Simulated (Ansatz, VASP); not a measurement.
Two plane-wave programs on NiO

INCAR

```
  PREC = Accurate
  ENCUT = 520
  EDIFF = 1E-6
  ISMEAR = 0
  SIGMA = 0.028999999999999998
  LREAL = False
  LASPH = True
  NELM = 100
  ALGO = Fast
  ISIF = 2
  LWAVE = False
  LCHARG = False
  ISPIN = 2
  MAGMOM = 1 0
  LORBIT = 11
  LMAXMIX = 4
  GGA = PE
  NBANDS = 19
```

Contents of KPOINTS:

```
regular mesh
0
Gamma
  11 11 11
```

POSCAR

```
NiO
1.0
    0.0000000000      2.0859016414      2.0859016414
    2.0859016414      0.0000000000      2.0859016414
    2.0859016414      2.0859016414      0.0000000000
Ni O
1 1
Direct
    0.0000000000      0.0000000000      0.0000000000
    0.5000000000      0.5000000000      0.5000000000
```

File input.yaml:

```yaml
crystal:
  lattice:
    - [0.0, 2.0859016414, 2.0859016414]
    - [2.0859016414, 0.0, 2.0859016414]
    - [2.0859016414, 2.0859016414, 0.0]
  atoms:
    - { symbol: Ni, position: [0.0, 0.0, 0.0], spin: 1.0 }
    - { symbol: O, position: [0.5, 0.5, 0.5] }
hamiltonian:
  xc: pbe
  pseudopotentials: { kind: paw }
magnetization:
  spin_polarized: true
kpoints:
  mp_grid: { grid: [11, 11, 11] }
scf:
  occupations: { method: gaussian, width: 0.029 }
output:
  forces: true
  stress: true
  eigenvalues: true
  write_density: true
  write_potential: true
  elf: true
  volumetric_format: npy
```

Alike in both runs: task single point; functional PBE; k mesh 11 × 11 × 11; occupations gaussian, width 0.029 eV; collinear spin, ferromagnetic start.

|  | VASP | Ansatz |
| --- | --- | --- |
| version | VASP 6.6.1 | Ansatz 0.2.0 |
| potentials or method | VASP PAW PBE potentials, release 64 (Ni, O) | Ansatz PAW |
| plane-wave cutoff (eV) | 520 | 420 |
| valence electrons in the cell | 16 | 24 |

```csv
,VASP,Ansatz,Ansatz less VASP
gap on the k mesh at the Fermi level (eV),none,none,-
pressure (GPa),6.1,6.3,+0.26
net moment per atom (μB),0.88,0.90,+0.016
size of the moment on the site where the two differ most (μB),0.27,0.29,+0.021
```

Site moments also hang on the region over which each program counts them. A gap of «none» marks a metal or a gap that the smearing closes. The two sets of potentials don't hold the same shells in valence.

Caveats: a cell with one magnetic atom can't hold antiferromagnetic order, which such compounds often take; semilocal functionals often make such compounds metallic where correlation or magnetic order opens a gap, which also shifts bond lengths; the pressure holds a Pulay correction of +0.7 GPa for the finite cutoff (Ansatz). With open d or f shells a metallic result of PBE can be an artefact of self-interaction; +U or a hybrid may open a gap.
